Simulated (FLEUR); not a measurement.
Input of a FLEUR MaX-R8.1 (later development tree) run:

The input inp.xml:

```xml
<?xml version="1.0" encoding="UTF-8" standalone="no"?>
<fleurInput fleurInputVersion="0.39">
   <comment>
      TiC                                                                                                 
   </comment>
   <calculationSetup>
      <cutoffs Kmax="4.27" Gmax="13.2" GmaxXC="13.2" numbands="all"/>
      <scfLoop itmax="60" minDistance="0.00001" maxIterBroyd="15" imix="Anderson" alpha="0.05" precondParam="0.0" spinf="2.0" sdNocoIR="T"/>
      <coreElectrons ctail="T" frcor="F" kcrel="0" coretail_lmax="0"/>
      <xcFunctional name="Rpbe" relativisticCorrections="F"/>
      <magnetism jspins="1"/>
      <soc l_soc="T" theta="0.0" phi="0.0" spav="F"/>
      <expertModes spex="0" secvar="F"/>
      <geometryOptimization l_f="F" forcealpha="1.0" forcemix="BFGS" epsdisp="0.00001" epsforce="0.00001"/>
      <ldaU l_linMix="F" mixParam="0.05" spinf="1.0"/>
   </calculationSetup>
   <cell>
      <bzIntegration valenceElectrons="16.0" mode="hist" fermiSmearingEnergy="0.00183747">
         <kPointListSelection listName="default-1"/>
         <!-- k-points included here -->
         <xi:include xmlns:xi="http://www.w3.org/2001/XInclude" href="kpts.xml"> </xi:include>
      </bzIntegration>
      <!-- symmetry operations included here -->
      <xi:include xmlns:xi="http://www.w3.org/2001/XInclude" href="sym.xml"> </xi:include>
      <bulkLattice scale="1.0">
         <bravaisMatrix>
            <row-1>    0.0000000000000000     4.0926154774783940     4.0926154774783940</row-1>
            <row-2>    4.0926154774783940     0.0000000000000000     4.0926154774783940</row-2>
            <row-3>    4.0926154774783940     4.0926154774783940     0.0000000000000000</row-3>
         </bravaisMatrix>
      </bulkLattice>
   </cell>
   <atomSpecies>
      <species name="Titanium (Ti)" element="Ti" atomicNumber="22">
         <mtSphere radius="2.15" gridPoints="711" logIncrement="0.017"/>
         <atomicCutoffs lmax="9" lnonsphr="7"/>
         <electronConfig flipSpins="F">
            <coreConfig>(1s1/2) (2s1/2) (2p1/2) (2p3/2)</coreConfig>
            <valenceConfig>(3s1/2) (3p1/2) (3p3/2) (4s1/2) (3d3/2) (3d5/2)</valenceConfig>
            <stateOccupation state="(3d3/2)" spinUp="0.400000" spinDown="0.400000"/>
            <stateOccupation state="(3d5/2)" spinUp="0.600000" spinDown="0.600000"/>
         </electronConfig>
         <energyParameters s="4" p="4" d="3" f="4"/>
         <lo type="SCLO" l="0" n="3" eDeriv="0"/>
         <lo type="SCLO" l="1" n="3" eDeriv="0"/>
         <lo type="SCLO" l="1" n="3" eDeriv="1"/>
         <lo type="SCLO" l="2" n="3" eDeriv="2"/>
         <lo type="SCLO" l="3" n="4" eDeriv="2"/>
      </species>
      <species name="Carbon (C)" element="C" atomicNumber="6">
         <mtSphere radius="1.64" gridPoints="543" logIncrement="0.019"/>
         <atomicCutoffs lmax="8" lnonsphr="6"/>
         <electronConfig flipSpins="F">
            <coreConfig>(1s1/2)</coreConfig>
            <valenceConfig>(2s1/2) (2p1/2) (2p3/2)</valenceConfig>
            <stateOccupation state="(2p1/2)" spinUp="0.333333" spinDown="0.333333"/>
            <stateOccupation state="(2p3/2)" spinUp="0.666667" spinDown="0.666667"/>
         </electronConfig>
         <energyParameters s="2" p="2" d="3" f="4"/>
         <lo type="SCLO" l="0" n="2" eDeriv="2"/>
         <lo type="SCLO" l="1" n="2" eDeriv="2"/>
         <lo type="SCLO" l="2" n="3" eDeriv="2"/>
      </species>
   </atomSpecies>
   <atomGroups>
      <atomGroup species="Titanium (Ti)">
         <relPos label="                   1">.0000000000 .0000000000 .0000000000</relPos>
         <force calculate="T" relaxXYZ="TTT"/>
      </atomGroup>
      <atomGroup species="Carbon (C)">
         <relPos label="                   2">1.000/2.000 1.000/2.000 1.000/2.000</relPos>
         <force calculate="T" relaxXYZ="TTT"/>
      </atomGroup>
   </atomGroups>
   <output dos="F" band="F" slice="F">
      <checks vchk="F" cdinf="F"/>
      <bandDOS minEnergy="-.5*Htr" maxEnergy="0.5*Htr" sigma="0.015" storeEVData="T"/>
      <vacuumDOS vacdos="F" integ="F" star="F" nstars="0" locx1="0.0" locy1="0.0" locx2="0.0" locy2="0.0" nstm="0" tworkf="0.0"/>
      <unfoldingBand unfoldBand="F" supercellX="1" supercellY="1" supercellZ="1"/>
      <plotting iplot="0" polar="F">
         <plot TwoD="T" vec1="  1.0  0.0  0.0" vec2="  0.0  1.0  0.0" vec3="  0.0  0.0  1.0" zero="  0.0  0.0  0.0" file="plot"/>
      </plotting>
      <chargeDensitySlicing numkpt="0" minEigenval="0.0" maxEigenval="0.0" nnne="0" pallst="F"/>
      <specialOutput eonly="F"/>
      <moessbauerParams electricFieldGradient="T" isomerShift="T" coreHyperfine="T" valenceHyperfine="T"/>
      <magneticCircularDichroism mcd="F" energyLo="-10.0" energyUp="0.0"/>
   </output>
  <!-- We include the file relax.xml here to enable relaxations (see documentation) -->
  <xi:include xmlns:xi="http://www.w3.org/2001/XInclude" href="relax.xml"> <xi:fallback/> </xi:include>
</fleurInput>
```

crystal.txt

```
TiC
&input cartesian=F /
0.0000000000  2.1657188437  2.1657188437
2.1657188437  0.0000000000  2.1657188437
2.1657188437  2.1657188437  0.0000000000
1.8897261246
1.0 1.0 1.0

2
22 0.0000000000  0.0000000000  0.0000000000
6 0.5000000000  0.5000000000  0.5000000000

&soc 0.0 0.0 /
&kpt div1=7 div2=7 div3=7 gamma=T /
```

Potentials or basis: all-electron, FLAPW.

The run is started by

```bash
$ inpgen -f crystal.txt -profile fastHighL
$ # inp.xml edited to the form shown
$ fleur_MPI
```

(1) What does it give for the band gap on the k mesh?

Results:

(1) none (metal or under the smearing width).
